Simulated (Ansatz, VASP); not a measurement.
Two plane-wave programs on SnTe

The input INCAR:

```
SYSTEM = SnTe
ALGO = Normal
EDIFF = 1E-7
ENCUT = 520
GGA = PE
ISIF = 2
ISMEAR = -1
LASPH = .TRUE.
LCHARG = .FALSE.
LREAL = .FALSE.
LWAVE = .FALSE.
NBANDS = 17
NELM = 100
PREC = Accurate
SIGMA = 0.05
```

Contents of KPOINTS:

```
k-points
0
G
  7 7 7
  0 0 0
```

POSCAR

```
SnTe
1.0
    3.8519273147      0.0000000000      0.0000000000
    0.0000000000      3.8519273147      0.0000000000
    0.0000000000      0.0000000000      3.8519273147
Te Sn
1 1
Direct
    0.5000000000      0.5000000000      0.5000000000
    0.0000000000      0.0000000000      0.0000000000
```

File input.yaml:

```yaml
crystal:
  lattice:
    - [3.8519273147, 0.0, 0.0]
    - [0.0, 3.8519273147, 0.0]
    - [0.0, 0.0, 3.8519273147]
  atoms:
    - { symbol: Te, position: [0.5, 0.5, 0.5] }
    - { symbol: Sn, position: [0.0, 0.0, 0.0] }
hamiltonian:
  xc: pbe
  pseudopotentials: { kind: paw }
kpoints:
  mp_grid: { grid: [7, 7, 7] }
scf:
  occupations: { method: fermi_dirac, width: 0.05 }
output:
  forces: true
  stress: true
  eigenvalues: true
```

Change from the starting cell: volume scaled by 0.96.

Alike in both runs: task single point; functional PBE; k mesh 7 × 7 × 7; occupations fermi-dirac, width 0.05 eV; no spin polarisation.

|  | VASP | Ansatz |
| --- | --- | --- |
| version | VASP 6.6.1 | Ansatz 0.2.0 |
| potentials or method | VASP PAW PBE potentials, release 64 (Te, Sn_d) | Ansatz PAW |
| plane-wave cutoff (eV) | 520 | 420 |
| valence electrons in the cell | 20 | 30 |

```csv
,VASP,Ansatz,Ansatz less VASP
gap on the k mesh at the Fermi level (eV),none,none,-
pressure (GPa),0.4,0.4,+0.05
```

A gap of «none» marks a metal or a gap that the smearing closes. The two sets of potentials don't hold the same shells in valence.

Spin-orbit coupling is left out, which matters for the levels of Te.
